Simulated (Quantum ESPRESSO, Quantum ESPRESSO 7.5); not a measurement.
# Lattice constant of zinc blende GaP: LDA, PBE and Wu-Cohen compared with the bulk literature value

## What was measured

The reference is the cubic lattice parameter of bulk GaP, a = 5.4505 Å, quoted for comparison in "Selective Growth of GaP Crystals on CMOS-Compatible Si Nanotip Wafers by Gas Source Molecular Beam Epitaxy" (2024, PubMed Central 10995952). It is a literature value for the bulk crystal, not a result obtained on the grown nanocrystals, and neither method nor temperature is stated with it. It is probably the customary room-temperature constant; that reading rests on general knowledge. The diffraction structure used as the starting cell has a = 5.450 Å, practically the same value, though the two need not be independent determinations.

| compared with | measured | source's wording or label | method |
| --- | --- | --- | --- |
| a (Å) | 5.4505 | cubic lattice parameter, reported bulk value | method not stated |

Conditions are those given with the value in the passage it was taken from; "not stated" means there, and the paper may say more elsewhere.

## Approach

The aim is to find the cheapest level of theory, among those tried, that gives the lattice constant of GaP within 1 % of the reference, or about 0.05 Å. This is a useful target because common semilocal functionals typically err by up to one or two per cent in the lattice constants of semiconductors, so it can separate an adequate functional from an inadequate one. It also leaves room for the difference between a static calculation and a crystal at room temperature: zero-point motion and thermal expansion together should lengthen a by roughly 0.2 to 0.3 %.

The model is the perfect, nonmagnetic zinc blende crystal with two atoms in the primitive cell. Symmetry fixes both atomic positions, which leaves the lattice constant as the only structural freedom. The work starts with LDA on a coarse k mesh. The mesh and the plane-wave cutoff are then tested before the functional is judged, and a dearer functional is taken up only if LDA fails or leaves too little margin.

System: GaP (gallium phosphide), zinc blende; F-43m (No. 216), 2 atoms in the primitive cell; the database structure is a diffraction structure: a = 5.450 Å.

## 1. LDA on a coarse mesh

LDA with ultrasoft potentials and a 4×4×4 mesh is the lightest sensible start for a two-atom semiconductor. LDA usually binds too strongly, so a lattice constant somewhat below the reference is expected, by perhaps half a per cent to one per cent. The coarse mesh may add an error of its own, which a denser mesh will have to measure.

**Run 1.** Quantum ESPRESSO 7.5: LDA, GBRV ultrasoft potentials, cell and atoms relaxed from the database structure, cutoff 45 Ry (density 360 Ry), 4x4x4 k mesh, Gaussian smearing 0.02 eV.

Key lines of the input:
```
! potential files: GBRV ultrasoft potentials, made for LDA
&control
  calculation = 'vc-relax'
  etot_conv_thr = 1.0d-5
  nstep = 60
/
&system
  nat = 2
  ntyp = 2
  ecutwfc = 45
  ecutrho = 360
  nbnd = 18
  occupations = 'smearing'
  smearing = 'gaussian'
  degauss = 0.00147
/
&electrons
  conv_thr = 1.0d-8
  electron_maxstep = 100
  mixing_beta = 0.4
/
&ions
/
&cell
  press_conv_thr = 0.5
/
ATOMIC_SPECIES
  Ga 69.723 Ga.upf
  P 30.974 P.upf
[... cell and positions ...]
K_POINTS automatic
  4 4 4 0 0 0
```

Command:
```
OMP_NUM_THREADS=1 mpirun -n 8 pw.x -nk 8 -in relax.in > relax.out
```

Selected lines of the output:
```
     number of k points=     8  Gaussian smearing, width (Ry)=  0.0015
     bfgs converged in   4 scf cycles and   3 bfgs steps
CELL_PARAMETERS (angstrom)
   2.696958878   2.696958878   0.000000000
```

Converged; 4.7 s on 8 cores of Arm Neoverse V2, shared host.

| quantity | run 1 | measured | deviation |
| --- | --- | --- | --- |
| a (Å) | 5.3939 | 5.4505 | −0.0566 (−1.0 %) |
| conventional cell volume (Å³) | 156.93 |  |  |
| final pressure (GPa) | −0.070 |  |  |

LDA on the coarse mesh gives a = 5.3939 Å, short of the reference by 0.0566 Å. This is a narrow miss of the 1 % target, on the side where LDA was expected to fall. The excess over the limit is only a few thousandths of an ångström, which a change of k mesh could remove, so the functional cannot be judged yet.

## 2. Denser k meshes for LDA

Two denser meshes, 6×6×6 and 8×8×8, are run with everything else unchanged. The pair shows both how far the coarse mesh was off and whether the intermediate one is sufficient for later work. At a few seconds for the first relaxation, the added cost is no obstacle. A 4×4×4 mesh is thin for a semiconductor with so small a cell, so a visible shift is expected at the first step and a much smaller one at the second.

**Run 2.** Quantum ESPRESSO 7.5: LDA, GBRV ultrasoft potentials, cell and atoms relaxed from the database structure, cutoff 45 Ry (density 360 Ry), 6x6x6 k mesh, Gaussian smearing 0.02 eV.

Key lines of the input, as changed from run 1:
```diff
  K_POINTS automatic
-   4 4 4 0 0 0
+   6 6 6 0 0 0
```

Selected lines of the output:
```
     kinetic-energy cutoff     =      45.0000  Ry
     number of k points=    16  Gaussian smearing, width (Ry)=  0.0015
     new unit-cell volume =    263.33002 a.u.^3 (    39.02148 Ang^3 )
     new unit-cell volume =    263.53758 a.u.^3 (    39.05224 Ang^3 )
          total   stress  (Ry/bohr**3)                   (kbar)     P=        0.08
     bfgs converged in   4 scf cycles and   3 bfgs steps
     new unit-cell volume =    263.53758 a.u.^3 (    39.05224 Ang^3 )
          total   stress  (Ry/bohr**3)                   (kbar)     P=       -0.40
CELL_PARAMETERS (angstrom)
   0.000000000   2.692807563   2.692807563
   2.692807563  -0.000000000   2.692807563
   2.692807563   2.692807563  -0.000000000
```

Converged; 5.8 s of wall time.

**Run 3.** Quantum ESPRESSO 7.5: LDA, GBRV ultrasoft potentials, cell and atoms relaxed from the database structure, cutoff 45 Ry (density 360 Ry), 8x8x8 k mesh, Gaussian smearing 0.02 eV.

Key lines of the input, as changed from run 1:
```diff
  K_POINTS automatic
-   4 4 4 0 0 0
+   8 8 8 0 0 0
```

Command:
```
OMP_NUM_THREADS=1 mpirun -n 4 pw.x -nk 4 -in relax.in > relax.out
```

Selected lines of the output:
```
     number of k points=    29  Gaussian smearing, width (Ry)=  0.0015
CELL_PARAMETERS (angstrom)
   2.692566789   2.692566789   0.000000000
```

Converged; 16 s on 4 cores of Arm Neoverse V1, shared host.

| quantity | run 2 | run 3 | measured |
| --- | --- | --- | --- |
| a (Å) | 5.3856 | 5.3851 | 5.4505 |
| conventional cell volume (Å³) | 156.21 | 156.17 |  |
| final pressure (GPa) | −0.040 | −0.044 |  |

The first refinement of the mesh shortens a by 0.0083 Å, the second by only 0.0005 Å. The 6×6×6 mesh is therefore sufficient for a 1 % target at this level. The denser sampling moves LDA away from the reference: at 8×8×8 it lies 0.0654 Å too low, or 1.2 %. The coarse mesh had hidden part of the LDA error.

## 3. A higher cutoff for LDA

LDA now misses the limit by about 0.01 Å, and the plane-wave cutoff has not been tested. Before a different functional is taken up, the 6×6×6 relaxation is repeated at 61 Ry, with the density cutoff raised in proportion. Ultrasoft potentials of this kind are made for modest cutoffs, so a change of only a few thousandths of an ångström is expected, too little to bring LDA within the target.

**Run 4.** Quantum ESPRESSO 7.5: LDA, GBRV ultrasoft potentials, cell and atoms relaxed from the database structure, cutoff 61 Ry (density 488 Ry), 6x6x6 k mesh, Gaussian smearing 0.02 eV.

Key lines of the input, as changed from run 2:
```diff
  &system
-   ecutwfc = 45
-   ecutrho = 360
+   ecutwfc = 61
+   ecutrho = 488
```

Selected lines of the output:
```
     kinetic-energy cutoff     =      61.0000  Ry
          total   stress  (Ry/bohr**3)                   (kbar)     P=        0.50
CELL_PARAMETERS (angstrom)
   2.695340616   2.695340616   0.000000000
```

Converged; 13 s on 8 cores of Arm Neoverse V1, shared host.

| quantity | run 4 | measured | deviation |
| --- | --- | --- | --- |
| a (Å) | 5.3907 | 5.4505 | −0.0598 (−1.1 %) |
| conventional cell volume (Å³) | 156.65 |  |  |
| final pressure (GPa) | 0.050 |  |  |

The higher cutoff lengthens a by 0.0051 Å, roughly the modest change expected. LDA now stands at 5.3907 Å, 0.0598 Å below the reference. This is still a miss, but a narrow one: the excess over the 1 % limit is about as large as the shift the cutoff has just produced. LDA thus leaves no margin at the best settings tried, and a functional with a smaller error is needed for a secure result.

## 4. PBE as the first gradient correction

PBE adds the density gradient at little extra cost for a cell of this size. It generally weakens the overbinding of LDA and often overshoots, so a lattice constant above the reference is expected, possibly by about as much as LDA falls below it. The run uses the 6×6×6 mesh and the 45 Ry cutoff, to be compared with LDA at the same settings.

**Run 5.** Quantum ESPRESSO 7.5: PBE, GBRV ultrasoft potentials, cell and atoms relaxed from the database structure, cutoff 45 Ry (density 360 Ry), 6x6x6 k mesh, Gaussian smearing 0.02 eV.

Key lines of the input, as changed from run 2:
```diff
- ! potential files: GBRV ultrasoft potentials, made for LDA
+ ! potential files: GBRV ultrasoft potentials, made for PBE
```

Selected lines of the output:
```
     kinetic-energy cutoff     =      45.0000  Ry
     bfgs converged in   4 scf cycles and   3 bfgs steps
CELL_PARAMETERS (angstrom)
   2.747735198   2.747735198  -0.000000000
```

Converged; 9.2 s of wall time.

| quantity | run 5 | measured | deviation |
| --- | --- | --- | --- |
| a (Å) | 5.4955 | 5.4505 | +0.0450 (+0.8 %) |
| conventional cell volume (Å³) | 165.96 |  |  |
| final pressure (GPa) | 0.027 |  |  |

PBE gives a = 5.4955 Å, 0.0450 Å above the reference and within the 1 % target. The gradient correction lengthens a by 0.1099 Å relative to LDA at the same mesh and cutoff, so the error changes sign. The remaining margin is about 0.01 Å, only about twice the shift that the higher cutoff produced for LDA. That shift cannot simply be carried over to PBE, which needs a check of its own.

## 5. PBE with SSSP potentials and higher cutoff

PBE is repeated with the SSSP efficiency potentials at 65 Ry on the same k mesh. SSSP selects its file for each element from several sets, GBRV among them, so the run may test the cutoff alone or the potentials as well. In either case it tests whether the pass survives a better basis. A change of several thousandths of an ångström is expected, and a lengthening of about 0.01 Å would be enough to undo the pass.

**Run 6.** Quantum ESPRESSO 7.5: PBE, SSSP efficiency potentials, cell and atoms relaxed from the database structure, cutoff 65 Ry (density 520 Ry), 6x6x6 k mesh, Gaussian smearing 0.02 eV.

Key lines of the input, as changed from run 2:
```diff
- ! potential files: GBRV ultrasoft potentials, made for LDA
+ ! potential files: SSSP efficiency potentials, made for PBE
  &system
-   ecutwfc = 45
-   ecutrho = 360
-   nbnd = 18
+   ecutwfc = 65
+   ecutrho = 520
+   nbnd = 15
```

Selected lines of the output:
```
     kinetic-energy cutoff     =      65.0000  Ry
          total   stress  (Ry/bohr**3)                   (kbar)     P=        0.07
CELL_PARAMETERS (angstrom)
   2.751260148   2.751260148   0.000000000
```

Converged; 70 s on 4 cores of Arm Neoverse V1, shared host.

| quantity | run 6 | measured | deviation |
| --- | --- | --- | --- |
| a (Å) | 5.5025 | 5.4505 | +0.0520 (+1.0 %) |
| conventional cell volume (Å³) | 166.60 |  |  |
| final pressure (GPa) | 0.007 |  |  |

With the SSSP potentials and the higher cutoff, PBE gives a = 5.5025 Å, 0.0070 Å longer than before. It still passes, but narrowly: the deviation of 0.0520 Å leaves less than 0.003 Å to the limit. The smaller number of bands suggests that the potential differs for at least one element, so the shift cannot be assigned to the cutoff alone.

The allowance for temperature and zero-point motion also counts against PBE. Its static lattice is already too long, and the estimated expansion of 0.2 to 0.3 % would carry it past the limit. The nominal pass is therefore not a secure one.

## 6. Wu-Cohen, a gradient correction for solids

The Wu-Cohen functional keeps the semilocal form and roughly the cost of PBE, but its weaker exchange enhancement is better suited to the lattice constants of solids. It is expected to fall between LDA and PBE, much closer to the reference than either. The run returns to the GBRV files made for PBE, at 45 Ry and the 6×6×6 mesh, so that it differs from the first PBE relaxation in the functional alone. The use of PBE potentials with another functional is a small inconsistency that remains in the result.

**Run 7.** Quantum ESPRESSO 7.5: Wu-Cohen GGA, GBRV ultrasoft potentials, cell and atoms relaxed from the database structure, cutoff 45 Ry (density 360 Ry), 6x6x6 k mesh, Gaussian smearing 0.02 eV; PBE files.

Key lines of the input, as changed from run 5:
```diff
  &system
+   input_dft = 'wc'
```

Selected lines of the output:
```
     kinetic-energy cutoff     =      45.0000  Ry
     number of k points=    16  Gaussian smearing, width (Ry)=  0.0015
     bfgs converged in   4 scf cycles and   3 bfgs steps
CELL_PARAMETERS (angstrom)
   2.716938140   2.716938140  -0.000000000
```

Converged; 8.7 s on 8 cores of Arm Neoverse V1, shared host.

| quantity | run 7 | measured | deviation |
| --- | --- | --- | --- |
| a (Å) | 5.4339 | 5.4505 | −0.0166 (−0.3 %) |
| conventional cell volume (Å³) | 160.45 |  |  |
| final pressure (GPa) | −0.033 |  |  |

Wu-Cohen gives a = 5.4339 Å, 0.0166 Å below the reference and well within the 1 % target. At the same mesh, cutoff and potential files PBE is 0.0616 Å longer, so the change of functional alone accounts for the improvement, at a similar run time.

The distance to the limit is almost 0.04 Å, several times any shift that mesh, cutoff or potentials caused with LDA and PBE. Those tests make a reversal of the pass unlikely, but they do not measure the convergence of Wu-Cohen itself, for which no second setting was run. The PBE potential files also remain an untested approximation here. With the target met by a clear margin, dearer nonlocal functionals are not called for, and the work ends at this level.

## All runs against the measurement

| run | settings | a (Å) | deviation | cost |
| --- | --- | --- | --- | --- |
| 1 | LDA, 4x4x4 mesh | 5.3939 | −0.0566 (−1.0 %) | under 1 core-min |
| 2 | LDA, GBRV ultrasoft potentials, cutoff 45 Ry (density 360 Ry), 6x6x6 k mesh | 5.3856 | −0.0649 (−1.2 %) | under 1 core-min |
| 3 | LDA, 8x8x8 mesh | 5.3851 | −0.0654 (−1.2 %) | 66 core-s |
| 4 | LDA, cutoff 61 Ry | 5.3907 | −0.0598 (−1.1 %) | 1.8 core-min |
| 5 | PBE, GBRV ultrasoft potentials, cutoff 45 Ry (density 360 Ry), 6x6x6 k mesh | 5.4955 | +0.0450 (+0.8 %) | 74 core-s |
| 6 | PBE, SSSP efficiency, cutoff 65 Ry | 5.5025 | +0.0520 (+1.0 %) | 4.7 core-min |
| 7 | Wu-Cohen GGA, PBE files | 5.4339 | −0.0166 (−0.3 %) | 70 core-s |
|  | measured | 5.4505 |  |  |

## Conclusion

The Wu-Cohen functional meets the 1 % target. It gives a = 5.4339 Å, 0.0166 Å or 0.3 % below the reference, for 70 core-seconds. PBE costs about the same and also passes, but only narrowly with the SSSP potentials and higher cutoff. LDA misses narrowly at every setting tried.

The denser k mesh mattered because the coarse one had hidden part of the LDA error. The step to 8×8×8 only confirmed that 6×6×6 was sufficient for LDA. The decisive change was the functional: with mesh, cutoff and potential files fixed, Wu-Cohen shortens the PBE lattice by 0.0616 Å. This fits its weaker exchange enhancement, though error cancellation within the functional cannot be excluded.

With the reference taken as the customary room-temperature constant, zero-point motion and thermal expansion should add roughly 0.01 to 0.02 Å to the static result. That has the right sign and size to explain most or all of the remaining deficit. The same allowance would bring LDA inside the limit and push the SSSP result for PBE outside it, so their narrow calls do not rank those two functionals.

The close agreement of Wu-Cohen should not be read to the last thousandths of an ångström. Its cutoff and mesh were not tested separately, and it was run with potentials made for PBE. Shifts of the size seen in the LDA and PBE checks would leave the pass intact, but could change how much of the deficit is left for zero-point motion and temperature to explain.

[Logs are printed without paths, hosts, clocks, repeated set-up lines and the standing remarks that a program may print on its own settings, such as how far it seeks lower states.]

[The runs shown are a pick from a larger set of finished runs; failed, doubtful and other runs were left out of it ahead of writing. So were measured values far from every level or from commonly accepted values, and agreement can look better than it is. Lines of input and output are excerpts and may be shortened.]
